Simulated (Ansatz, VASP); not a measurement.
# NaCl: VASP beside Ansatz

File INCAR:

```
SYSTEM = NaCl
ALGO = Normal ; EDIFF = 1E-6
ENCUT = 520 ; GGA = PS
ISIF = 2 ; ISMEAR = 0
LASPH = .TRUE. ; LCHARG = .FALSE.
LREAL = .FALSE. ; LWAVE = .FALSE.
NBANDS = 14 ; NELM = 80
PREC = Accurate ; SIGMA = 0.05
```

Contents of KPOINTS:

```
k-points
0
G
  8 8 8
  0 0 0
```

POSCAR

```
NaCl
1.0
    3.2519005168      0.0000000000      0.0000000000
    0.0000000000      3.2519005168      0.0000000000
    0.0000000000      0.0000000000      3.2519005168
Na Cl
1 1
Direct
    0.0000000000      0.0000000000      0.0000000000
    0.5000000000      0.5000000000      0.5000000000
```

Input for Ansatz:

```yaml
crystal:
  lattice:
    - [3.2519005168, 0.0, 0.0]
    - [0.0, 3.2519005168, 0.0]
    - [0.0, 0.0, 3.2519005168]
  atoms:
    - { symbol: Na, position: [0.0, 0.0, 0.0] }
    - { symbol: Cl, position: [0.5, 0.5, 0.5] }
basis:
  ecutwfc: 420
  ecutrho_ratio: 4
kpoints:
  mp_grid: { grid: [8, 8, 8] }
hamiltonian:
  xc: pbesol
scf:
  occupations: { method: gaussian, width: 0.05 }
output:
  forces: true
  stress: true
  eigenvalues: true
```

Alike in both runs: task single point; functional PBEsol; k mesh 8 × 8 × 8; occupations gaussian, width 0.05 eV; no spin polarisation.

```csv
,VASP,Ansatz
version,VASP 6.6.1,Ansatz 0.2.0
potentials or method,"VASP PAW PBE potentials, release 64 (Na_pv, Cl)","scalar-relativistic, plane waves, PAW"
plane-wave cutoff (eV),520,420
valence electrons in the cell,14,16
```

Ansatz gave:

- gap on the k mesh at the Fermi level (eV): 4.69
- least direct gap on the mesh (eV): 5.22
- pressure (GPa): 7.6

Estimate VASP's values.

gap on the k mesh at the Fermi level (eV): 4.69; least direct gap on the mesh (eV): 5.24; pressure (GPa): 7.6.

The two sets of potentials don't hold the same shells in valence.

Caveats: the PAW data sets were made with another functional, which shifts forces and pressure a little (VASP). PBEsol gaps usually lie below the measured ones, often by a third to a half. A k mesh can miss the band edges.
